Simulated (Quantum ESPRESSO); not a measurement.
# PbO2 (Fm-3m) in Quantum ESPRESSO: notebook

One crystal, PbO2, is run at these levels: PBEsol, PBE, LDA; tasks: phonons.

Program: Quantum ESPRESSO 7.5. These are calculated values, not measurements. Logs are shortened: lines on timing, memory, paths and dates and some standing lists are left out, and cuts for length are marked.

### 1 The crystal as given

The structure is cubic, space group Fm-3m (No. 225). Conventional cell: a = 5.404 Å, b = 5.404 Å, c = 5.404 Å, α = 90.00°, β = 90.00°, γ = 90.00°. Pb (site symmetry m-3m) is surrounded by 8 O at 2.34 Å. Around O (site symmetry -43m) lie 4 Pb at 2.34 Å.

The cell comes from a database or a generator and needn't be the stable form of this composition.

### 2 Phonons, PBEsol

Input file pw.in:

```
&CONTROL
  calculation = 'scf'
  prefix = 'pwscf'
  outdir = './tmp'
  pseudo_dir = './pseudo'
  tprnfor = .true.
  tstress = .true.
  disk_io = 'low'
/
&SYSTEM
  ibrav = 0
  nat = 3
  ntyp = 2
  ecutwfc = 45
  ecutrho = 360
  nbnd = 20
  occupations = 'smearing'
  smearing = 'mv'
  degauss = 0.01469973
/
&ELECTRONS
  conv_thr = 6d-10
  electron_maxstep = 120
  mixing_beta = 0.5
/
ATOMIC_SPECIES
Pb   207.2000 pb_pbesol_v1.uspp.F.UPF
O     15.9990 o_pbesol_v1.2.uspp.F.UPF
CELL_PARAMETERS angstrom
   0.0000000000    2.7019920000    2.7019920000
   2.7019920000    0.0000000000    2.7019920000
   2.7019920000    2.7019920000    0.0000000000
ATOMIC_POSITIONS crystal
Pb     0.0000000000    0.0000000000    0.0000000000
O      0.7500000000    0.7500000000    0.7500000000
O      0.2500000000    0.2500000000    0.2500000000
K_POINTS automatic
9 9 9 0 0 0
```

Input file relax.in:

```
&CONTROL
  calculation = 'vc-relax'
  prefix = 'pwscf'
  outdir = './tmp'
  pseudo_dir = './pseudo'
  tprnfor = .true.
  tstress = .true.
  disk_io = 'low'
  nstep = 40
  forc_conv_thr = 0.0001
  etot_conv_thr = 1d-06
/
&SYSTEM
  ibrav = 0
  nat = 3
  ntyp = 2
  ecutwfc = 45
  ecutrho = 360
  nbnd = 20
  occupations = 'smearing'
  smearing = 'mv'
  degauss = 0.01469973
/
&ELECTRONS
  conv_thr = 6d-10
  electron_maxstep = 120
  mixing_beta = 0.5
/
&IONS
  ion_dynamics = 'bfgs'
/
&CELL
  cell_dynamics = 'bfgs'
  press = 0
  press_conv_thr = 0.2
/
ATOMIC_SPECIES
Pb   207.2000 pb_pbesol_v1.uspp.F.UPF
O     15.9990 o_pbesol_v1.2.uspp.F.UPF
CELL_PARAMETERS angstrom
   0.0000000000    2.7019920000    2.7019920000
   2.7019920000    0.0000000000    2.7019920000
   2.7019920000    2.7019920000    0.0000000000
ATOMIC_POSITIONS crystal
Pb     0.0000000000    0.0000000000    0.0000000000
O      0.7500000000    0.7500000000    0.7500000000
O      0.2500000000    0.2500000000    0.2500000000
K_POINTS automatic
9 9 9 0 0 0
```

Input file scf2.in:

```
&CONTROL
  calculation = 'scf'
  prefix = 'pwscf'
  outdir = './tmp'
  pseudo_dir = './pseudo'
  tprnfor = .true.
  tstress = .true.
  disk_io = 'low'
/
&SYSTEM
  ibrav = 0
  nat = 3
  ntyp = 2
  ecutwfc = 45
  ecutrho = 360
  nbnd = 20
  occupations = 'smearing'
  smearing = 'mv'
  degauss = 0.01469973
/
&ELECTRONS
  conv_thr = 1d-13
  electron_maxstep = 120
  mixing_beta = 0.5
  startingpot = 'file'
  startingwfc = 'file'
/
ATOMIC_SPECIES
Pb   207.2000 pb_pbesol_v1.uspp.F.UPF
O     15.9990 o_pbesol_v1.2.uspp.F.UPF
CELL_PARAMETERS angstrom
   0.0000000000    2.6606922542    2.6606922542
   2.6606922542    0.0000000000    2.6606922542
   2.6606922542    2.6606922542    0.0000000000
ATOMIC_POSITIONS crystal
Pb     0.0000000000    0.0000000000    0.0000000000
O      0.7500000000    0.7500000000    0.7500000000
O      0.2500000000    0.2500000000    0.2500000000
K_POINTS automatic
9 9 9 0 0 0
```

Input file ph.in:

```
phonons of PbO2
&INPUTPH
  prefix = 'pwscf'
  outdir = './tmp'
  tr2_ph = 1d-18
  fildyn = 'dyn'
  niter_ph = 90
  alpha_mix(1) = 0.4
/
0.0000000000 0.0000000000 0.0000000000
```

Input file dynmat.in:

```
&INPUT
  fildyn = 'dyn'
  asr = 'crystal'
  filout = 'dynmat.disp'
  fileig = 'dynmat.eig'
/
```

Potentials or basis: GBRV 1.5 PBEsol.

The run is started by

```sh
OMP_NUM_THREADS=1 pw.x -in pw.in > pw.out
OMP_NUM_THREADS=1 pw.x -in relax.in > relax.out
OMP_NUM_THREADS=1 pw.x -in scf2.in > scf2.out
OMP_NUM_THREADS=1 ph.x -in ph.in > ph.out
OMP_NUM_THREADS=1 dynmat.x -in dynmat.in > dynmat.out
```

pw.out:

```text
This program is part of the open-source Quantum ESPRESSO suite
     for quantum simulation of materials; please cite
[... 9 lines left out ...]
     --------------------
     sticks:   dense  smooth     PW     G-vecs:    dense   smooth      PW
     Sum        1285     649    199                30731    10969    1917

     Using Slab Decomposition

     bravais-lattice index     =            0
     lattice parameter (alat)  =       7.2210  a.u.
     unit-cell volume          =     266.2434 (a.u.)^3
     number of atoms/cell      =            3
     number of atomic types    =            2
     number of electrons       =        26.00
     number of Kohn-Sham states=           20
     kinetic-energy cutoff     =      45.0000  Ry
     charge density cutoff     =     360.0000  Ry
     scf convergence threshold =      6.0E-10
     mixing beta               =       0.5000
     number of iterations used =            8  plain     mixing
     Exchange-correlation= SLA  PW   PSX  PSC
                           (   1   4  10   8   0   0   0)

     celldm(1)=   7.221010  celldm(2)=   0.000000  celldm(3)=   0.000000
     celldm(4)=   0.000000  celldm(5)=   0.000000  celldm(6)=   0.000000

     crystal axes: (cart. coord. in units of alat)
               a(1) = (   0.000000   0.707107   0.707107 )
               a(2) = (   0.707107   0.000000   0.707107 )
               a(3) = (   0.707107   0.707107   0.000000 )

     reciprocal axes: (cart. coord. in units 2 pi/alat)
               b(1) = ( -0.707107  0.707107  0.707107 )
               b(2) = (  0.707107 -0.707107  0.707107 )
               b(3) = (  0.707107  0.707107 -0.707107 )

     PseudoPot. # 1 for Pb read from file:
     pb_pbesol_v1.uspp.F.UPF
     Pseudo is Ultrasoft + core correction, Zval = 14.0
     Generated by new atomic code, or converted to UPF format
     Using radial grid of  899 points,  6 beta functions with:
                l(1) =   0
                l(2) =   0
                l(3) =   1
                l(4) =   1
                l(5) =   2
                l(6) =   2
     Q(r) pseudized with  6 coefficients,  rinner =    1.000   1.000   1.000
                                                       1.000   1.000

     PseudoPot. # 2 for O  read from file:
     o_pbesol_v1.2.uspp.F.UPF
     Pseudo is Ultrasoft + core correction, Zval =  6.0
     Generated by new atomic code, or converted to UPF format
     Using radial grid of  737 points,  5 beta functions with:
                l(1) =   0
                l(2) =   0
                l(3) =   1
                l(4) =   1
                l(5) =   2
     Q(r) pseudized with  8 coefficients,  rinner =    0.900   0.900   0.900
                                                       0.900   0.900

     atomic species   valence    mass     pseudopotential
     Pb               14.00   207.20000     Pb( 1.00)
     O                 6.00    15.99900     O ( 1.00)

     48 Sym. Ops., with inversion, found

   Cartesian axes

     site n.     atom                  positions (alat units)
         1        Pb     tau(   1) = (   0.0000000   0.0000000   0.0000000  )
         2        O      tau(   2) = (   1.0606602   1.0606602   1.0606602  )
         3        O      tau(   3) = (   0.3535534   0.3535534   0.3535534  )

     number of k points=    35  Marzari-Vanderbilt smearing, width (Ry)=  0.0147
                       cart. coord. in units 2pi/alat
        k(    1) = (   0.0000000   0.0000000   0.0000000), wk =   0.0027435
        k(    2) = (   0.0785674   0.0785674  -0.0785674), wk =   0.0219479
        k(    3) = (   0.1571348   0.1571348  -0.1571348), wk =   0.0219479
        k(    4) = (   0.2357023   0.2357023  -0.2357023), wk =   0.0219479
        k(    5) = (   0.3142697   0.3142697  -0.3142697), wk =   0.0219479
        k(    6) = (   0.1571348   0.0000000  -0.0000000), wk =   0.0164609
[... 27 lines left out ...]
        k(   34) = (  -0.0000000  -0.4714045   0.6285394), wk =   0.0658436
        k(   35) = (  -0.0785674  -0.3928371   0.7071068), wk =   0.0658436

     Dense  grid:    30731 G-vectors     FFT dimensions: (  45,  45,  45)

     Smooth grid:    10969 G-vectors     FFT dimensions: (  32,  32,  32)

     Check: negative core charge=   -0.000003

     Initial potential from superposition of free atoms

     starting charge      25.9979, renormalised to      26.0000

     negative rho (up, down):  1.574E-02 0.000E+00
     Starting wfcs are   17 randomized atomic wfcs +    3 random wfcs

     Self-consistent Calculation

     iteration #  1     ecut=    45.00 Ry     beta= 0.50
     Davidson diagonalization with overlap
     ethr =  1.00E-02,  avg # of iterations =  4.4

     negative rho (up, down):  1.479E-02 0.000E+00

     WARNING: integrated charge=    26.00193495, expected=    26.00000000

     total energy              =    -227.97494210 Ry
     estimated scf accuracy    <       0.67684266 Ry

     iteration #  2     ecut=    45.00 Ry     beta= 0.50
     Davidson diagonalization with overlap
     ethr =  2.60E-03,  avg # of iterations =  2.0
     Minimization algorithm failed to find Fermi energy: reverting to bisection
     Possible cause: smearing is larger than the electronic band-gap.

     negative rho (up, down):  1.559E-02 0.000E+00

     WARNING: integrated charge=    26.00131945, expected=    26.00000000

     total energy              =    -228.18438582 Ry
     estimated scf accuracy    <       0.23224278 Ry

     iteration #  3     ecut=    45.00 Ry     beta= 0.50
     Davidson diagonalization with overlap
     ethr =  8.93E-04,  avg # of iterations =  2.0

     negative rho (up, down):  1.584E-02 0.000E+00

     WARNING: integrated charge=    25.99999284, expected=    26.00000000

     total energy              =    -228.22410378 Ry
     estimated scf accuracy    <       0.00423974 Ry

     iteration #  4     ecut=    45.00 Ry     beta= 0.50
     Davidson diagonalization with overlap
     c_bands:  1 eigenvalues not converged
     c_bands:  1 eigenvalues not converged
     c_bands:  1 eigenvalues not converged
     c_bands:  1 eigenvalues not converged
     c_bands:  2 eigenvalues not converged
     c_bands:  1 eigenvalues not converged
     c_bands:  1 eigenvalues not converged
     ethr =  1.63E-05,  avg # of iterations = 11.1

     negative rho (up, down):  1.582E-02 0.000E+00

     WARNING: integrated charge=    26.00004486, expected=    26.00000000

     total energy              =    -228.22455259 Ry
     estimated scf accuracy    <       0.00055497 Ry

     iteration #  5     ecut=    45.00 Ry     beta= 0.50
     Davidson diagonalization with overlap
     ethr =  2.13E-06,  avg # of iterations =  6.6

     negative rho (up, down):  1.583E-02 0.000E+00

     WARNING: integrated charge=    26.00001455, expected=    26.00000000

     total energy              =    -228.22460362 Ry
     estimated scf accuracy    <       0.00003514 Ry

     iteration #  6     ecut=    45.00 Ry     beta= 0.50
     Davidson diagonalization with overlap
     ethr =  1.35E-07,  avg # of iterations =  4.9

     negative rho (up, down):  1.583E-02 0.000E+00

     total energy              =    -228.22461956 Ry
     estimated scf accuracy    <       0.00000739 Ry

     iteration #  7     ecut=    45.00 Ry     beta= 0.50
     Davidson diagonalization with overlap
     ethr =  2.84E-08,  avg # of iterations =  2.8

     negative rho (up, down):  1.583E-02 0.000E+00

     total energy              =    -228.22462116 Ry
     estimated scf accuracy    <       0.00000001 Ry

     iteration #  8     ecut=    45.00 Ry     beta= 0.50
     Davidson diagonalization with overlap
     ethr =  5.11E-11,  avg # of iterations =  5.2

     negative rho (up, down):  1.583E-02 0.000E+00

     total energy              =    -228.22462122 Ry
     estimated scf accuracy    <       0.00000002 Ry

     iteration #  9     ecut=    45.00 Ry     beta= 0.50
     Davidson diagonalization with overlap
     ethr =  5.11E-11,  avg # of iterations =  2.0

     negative rho (up, down):  1.583E-02 0.000E+00

     total energy              =    -228.22462122 Ry
     estimated scf accuracy    <          7.4E-10 Ry

     iteration # 10     ecut=    45.00 Ry     beta= 0.50
     Davidson diagonalization with overlap
     ethr =  2.84E-12,  avg # of iterations =  2.3

     negative rho (up, down):  1.583E-02 0.000E+00

     End of self-consistent calculation

          k = 0.0000 0.0000 0.0000 (  1363 PWs)   bands (ev):

    -8.6855  -5.8792  -5.8792  -5.8792  -5.7955  -5.6369  -5.6369   6.9840
     7.7656   7.7656   7.7656   8.5303   8.5303   8.5303  16.6043  16.6043
    16.6043  19.3579  21.2749  25.1704

          k = 0.0786 0.0786-0.0786 (  1372 PWs)   bands (ev):

    -8.5846  -6.4402  -5.8642  -5.8642  -5.6379  -5.6379  -5.2219   6.0485
     7.5402   7.6571   7.6571   8.5114   8.5114   9.5225  16.3427  16.8605
    16.8605  19.3679  22.2123  25.0654

          k = 0.1571 0.1571-0.1571 (  1369 PWs)   bands (ev):

    -8.3290  -6.9060  -5.8323  -5.8323  -5.6336  -5.6336  -4.7307   4.7405
     7.1564   7.4022   7.4022   8.4543   8.4543  10.7820  16.1633  17.5418
    17.5418  19.3752  23.9613  24.8765

          k = 0.2357 0.2357-0.2357 (  1362 PWs)   bands (ev):

    -8.0952  -7.0921  -5.8106  -5.8106  -5.6128  -5.6128  -4.4798   3.7433
     6.7317   7.1354   7.1354   8.3817   8.3817  11.7258  16.3964  18.4020
    18.4020  19.3779  24.4820  24.7395

          k = 0.3143 0.3143-0.3143 (  1371 PWs)   bands (ev):

    -8.0478  -6.9970  -5.8056  -5.8056  -5.5894  -5.5894  -4.4480   3.2319
     6.4563   6.9705   6.9705   8.3325   8.3325  12.2309  16.7094  19.0439
    19.0439  19.3784  24.0281  24.6650

          k = 0.1571 0.0000-0.0000 (  1363 PWs)   bands (ev):
[... 133 lines left out ...]
    -7.8811  -7.3400  -5.7419  -5.6942  -5.6011  -5.2687  -4.4984   2.4922
     5.8139   6.7829   7.2297   8.8327   9.0515  12.0739  17.0129  18.7148
    19.3801  19.4859  21.3653  24.9474

          k = 0.4714 0.1571-0.0000 (  1357 PWs)   bands (ev):

    -7.6974  -7.5929  -5.7230  -5.6935  -5.6172  -5.5162  -4.1822   2.5200
     5.6287   6.0579   8.6250   8.9698   9.4147  11.4875  15.7534  19.3093
    19.3788  19.4504  20.9310  25.5664

          k =-0.1571-0.4714 0.6285 (  1352 PWs)   bands (ev):

    -7.7311  -7.5292  -5.7169  -5.6755  -5.6005  -5.2338  -4.3176   2.0249
     5.3429   6.2583   8.0749   9.1843   9.4469  11.8312  16.7027  19.0102
    19.3800  19.7041  20.4513  25.5684

          k =-0.0786-0.3928 0.5500 (  1363 PWs)   bands (ev):

    -7.7497  -7.5155  -5.7023  -5.6779  -5.6124  -4.8952  -4.6261   1.9326
     5.3309   6.6588   7.4720   9.1616   9.4581  12.0053  17.6029  18.3081
    19.3803  19.6742  20.4421  25.2700

          k = 0.0000-0.3143 0.4714 (  1356 PWs)   bands (ev):

    -7.7281  -7.5558  -5.6972  -5.6954  -5.6330  -5.1445  -4.4947   2.2855
     5.5939   6.9419   7.1894   8.9090   9.4465  11.9160  17.0051  18.6792
    19.3798  19.4502  20.8849  24.9739

          k =-0.0786-0.5500 0.7071 (  1346 PWs)   bands (ev):

    -7.7979  -7.4077  -5.7435  -5.6294  -5.5893  -5.4035  -4.0288   1.6849
     5.1561   5.7068   8.8906   9.3767   9.6497  11.5926  16.3124  19.1448
    19.3839  19.7917  20.4614  26.0580

          k =-0.0000-0.4714 0.6285 (  1360 PWs)   bands (ev):

    -7.7643  -7.4802  -5.7257  -5.6319  -5.6046  -5.0964  -4.3051   1.6340
     5.0894   6.1212   8.2320   9.3546   9.6588  11.8310  17.2024  18.6364
    19.3799  19.4294  20.5300  25.9675

          k =-0.0786-0.3928 0.7071 (  1366 PWs)   bands (ev):

    -7.6699  -7.6033  -5.7124  -5.6308  -5.6167  -4.8854  -4.5337   1.6900
     5.0042   6.8195   7.4731   9.3220   9.6974  11.9317  17.5998  18.5603
    19.0425  19.3803  20.5910  25.6345

     the Fermi energy is     9.6905 ev

!    total energy              =    -228.22462123 Ry
     estimated scf accuracy    <          1.1E-10 Ry
     smearing contrib. (-TS)   =       0.00198688 Ry
     internal energy E=F+TS    =    -228.22660810 Ry

     The total energy is F=E-TS. E is the sum of the following terms:
     one-electron contribution =     -34.80255816 Ry
     hartree contribution      =      38.40509832 Ry
     xc contribution           =     -77.43758836 Ry
     ewald contribution        =    -154.39155991 Ry

     convergence has been achieved in  10 iterations

     negative rho (up, down):  1.583E-02 0.000E+00

     Forces acting on atoms (cartesian axes, Ry/au):

     atom    1 type  1   force =     0.00000000    0.00000000   -0.00000000
     atom    2 type  2   force =    -0.00000000    0.00000000    0.00000000
     atom    3 type  2   force =    -0.00000000   -0.00000000    0.00000000

     Total force =     0.000000     Total SCF correction =     0.000000

     Computing stress (Cartesian axis) and pressure

     negative rho (up, down):  1.583E-02 0.000E+00
          total   stress  (Ry/bohr**3)                   (kbar)     P=      -63.37
  -0.00043077   0.00000000   0.00000000          -63.37        0.00        0.00
   0.00000000  -0.00043077  -0.00000000            0.00      -63.37       -0.00
   0.00000000  -0.00000000  -0.00043077            0.00       -0.00      -63.37

=------------------------------------------------------------------------------=
   JOB DONE.
=------------------------------------------------------------------------------=
```

Run time: 10 min. Hardware: 1 thread of AMD EPYC 7R43 (Zen 3), shared host; peak memory 0.19 GiB.

Results:

| Item | Value |
| --- | --- |
| Free energy | -3105.1888 eV |
| Relaxed volume | 12.56 Å³/atom |
| Relaxed cell | a = 3.763 Å, b = 3.763 Å, c = 3.763 Å, α = 60.00°, β = 60.00°, γ = 60.00° |
| Space group after relaxing (to 0.05 Å) | Fm-3m (No. 225) |
| Pressure after relaxing | 0.0 GPa |
| Band gap on the k mesh | none (metal or under the smearing width) |
| Highest phonon frequency at Γ | 435 cm⁻¹ |

The path:
| step | energy change (eV) | largest force (eV/Å) | pressure (GPa) | volume (Å³) |
| --- | --- | --- | --- | --- |
| 1 | 0.0000 | 0.0000 | -6.34 | 39.45 |
| 2 | -0.0335 | 0.0000 | -2.03 | 38.19 |
| 3 | -0.0368 | 0.0000 | 0.19 | 37.62 |
| 4 | -0.0368 | 0.0000 | -0.01 | 37.67 |
| 5 | -0.0368 | 0.0000 | 0.00 | 37.67 |

Final structure:
```
CELL_PARAMETERS angstrom
0.00000 2.66069 2.66069
2.66069 0.00000 2.66069
2.66069 2.66069 0.00000
ATOMIC_POSITIONS crystal
Pb 0.00000 0.00000 0.00000
O 0.75000 0.75000 0.75000
O 0.25000 0.25000 0.25000
```

Phonon frequencies in cm⁻¹ (negative: imaginary):
```
              q point                       frequencies
(0.000, 0.000, 0.000)  -7 -7 -7 264 264 264 435 435 435
```

Optical modes at Γ, degenerate ones joined:
```tsv
cm⁻¹	components	symmetry	active in
264	3	T1u	IR
435	3	T2g	Raman
```

Spin-orbit coupling is left out, which matters for the levels of Pb.

(Continued in part 2 of 2.)
